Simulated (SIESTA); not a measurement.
The system is Ir.

```
CELL_PARAMETERS angstrom
2.75138 0.00000 0.00000
-1.37569 2.38276 0.00000
0.00000 0.00000 4.46229
ATOMIC_POSITIONS crystal
Ir 0.33333 0.66667 0.25000
Ir 0.66667 0.33333 0.75000
```

This isn't the form of Ir at room conditions, which is fcc.

```yaml
Program: SIESTA 5.4.2
Task: single point
Functional: PBE
Potentials_or_basis: PseudoDojo 0.4 standard (PBE files)
Basis: DZP (energy shift 0.003 Ry; two zetas on semicore shells)
Grid_cutoff: 800 Ry
Energy_shift: 0.003 Ry
k_mesh: 11 × 11 × 6
Occupations: fermi-dirac, width 0.05 eV
Spin: no spin polarisation
```

On this cell: pressure 1.7 GPa; largest force under 0.003 eV/Å; band gap on the k mesh none (metal or under the smearing width).

The same run follows on a disturbed copy (atoms moved at random, drawn with an rms of 0.05 Å):

```xyz
2
Lattice="2.7514 0.0000 0.0000 -1.3757 2.3828 0.0000 0.0000 0.0000 4.4623" Properties=species:S:1:pos:R:3 pbc="T T T"
Ir    0.0379    1.5758    1.1474
Ir    1.3111    0.8221    3.3311
```

Question: What does the disturbed cell give?

Answer: The energy (extrapolated to zero smearing) moves by +22.9 meV/atom; pressure 2.8 GPa; largest force 0.932 eV/Å; band gap on the k mesh none (metal or under the smearing width).

Forces in eV/Å, atoms in the order of the input:
```
Ir  -0.498  0.204 -0.760
Ir   0.498 -0.203  0.759
```

Stress tensor (GPa, compression positive):
```
 2.70 -1.59  1.16
-1.59  1.33 -0.52
 1.16 -0.52  4.27
```

Caveats: short orbitals over semicore shells can move pressures by several GPa; the valence orbitals were made in a potential fitted to the semicore shell under them, which widens gaps by tenths of an eV or more; the basis of atomic orbitals isn't converged, which shifts pressures, moduli and gaps.
